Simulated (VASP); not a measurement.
Wanted: the native input for a VASP 6.6.1 run.

```yaml
Task: density of states
Functional: LDA
Potentials_or_basis: VASP PAW LDA potentials, release 64 (W_sv, Se)
Cutoff: 520 eV
k_mesh: 7 × 7 × 1
Occupations: fermi-dirac, width 0.05 eV
Spin: no spin polarisation
Hubbard_terms: W d U = 4 eV
Dipole_correction: yes
k_mesh_for_the_DOS: 11 × 11 × 1
Occupations_for_the_DOS: tetrahedron
Further_INCAR_settings: ALGO = Fast; EDIFF = 1e-07
```

WSe, a slab with vacuum:

```xyz
4
Lattice="3.3179 0.0000 0.0000 -1.6590 2.8734 0.0000 0.0000 0.0000 31.6581" Properties=species:S:1:pos:R:3 pbc="T T T"
W     0.0000    0.0000    7.5000
W     0.0000    0.0000   24.1581
Se    0.0000    1.9156    9.1623
Se    0.0000    1.9156   22.4959
```

These files were run (other wordings do the same):

POSCAR

```
WSe
1.0
    3.3179375931      0.0000000000      0.0000000000
   -1.6589687965      2.8734182438      0.0000000000
    0.0000000000      0.0000000000     31.6581424200
W Se
2 2
Direct
    0.0000000000      0.0000000000      0.2369058772
    0.0000000000      0.0000000000      0.7630941228
    0.3333333300      0.6666666600      0.2894123711
    0.3333333300      0.6666666600      0.7105876289
```

INCAR.step1

```
SYSTEM = WSe
PREC = Accurate ; ENCUT = 520
EDIFF = 1E-7 ; ISMEAR = -1
SIGMA = 0.05 ; LREAL = .FALSE.
LASPH = .TRUE. ; NELM = 60
ALGO = Fast ; ISIF = 2
LWAVE = .FALSE. ; LCHARG = .TRUE.
LMAXMIX = 4 ; LDAU = .TRUE.
LDAUTYPE = 2 ; LDAUL = 2 -1
LDAUU = 4 0 ; LDAUJ = 0 0
LDAUPRINT = 1 ; LDIPOL = .TRUE.
IDIPOL = 3 ; DIPOL = 0.5 0.5 0.500
GGA = CA
```

KPOINTS.step1

```
regular mesh
0
G
  7 7 1
  0 0 0
```

INCAR.step2

```
SYSTEM = WSe
PREC = Accurate ; ENCUT = 520
EDIFF = 1E-7 ; ISMEAR = -5
SIGMA = 0.05 ; LREAL = .FALSE.
LASPH = .TRUE. ; NELM = 60
ALGO = Fast ; ISIF = 2
LWAVE = .FALSE. ; LCHARG = .FALSE.
LMAXMIX = 4 ; LDAU = .TRUE.
LDAUTYPE = 2 ; LDAUL = 2 -1
LDAUU = 4 0 ; LDAUJ = 0 0
LDAUPRINT = 1 ; LDIPOL = .TRUE.
IDIPOL = 3 ; DIPOL = 0.5 0.5 0.500
GGA = CA ; LORBIT = 11
NEDOS = 1001 ; ICHARG = 11
```

KPOINTS.step2

```
regular mesh
0
G
  11 11 1
  0 0 0
```

Potentials or basis: VASP PAW LDA potentials, release 64 (W_sv, Se).

The run is started by

```bash
$ cat potpaw_LDA.64/W_sv/POTCAR potpaw_LDA.64/Se/POTCAR > POTCAR
$ cp INCAR.step1 INCAR
$ cp KPOINTS.step1 KPOINTS
$ mpirun -np 1 vasp_std > vasp.out
$ cp INCAR.step2 INCAR
$ cp KPOINTS.step2 KPOINTS
$ mpirun -np 1 vasp_std > vasp.out
```

It gave:

| Quantity | Value |
| --- | --- |
| Valence electrons inside the program's atomic spheres | W 11.63; Se 3.87 |

Run time: 2.6 min on 1 thread of Intel(R) Xeon(R) Platinum 8559C (Emerald Rapids), on a shared host, peak memory 0.35 GiB.
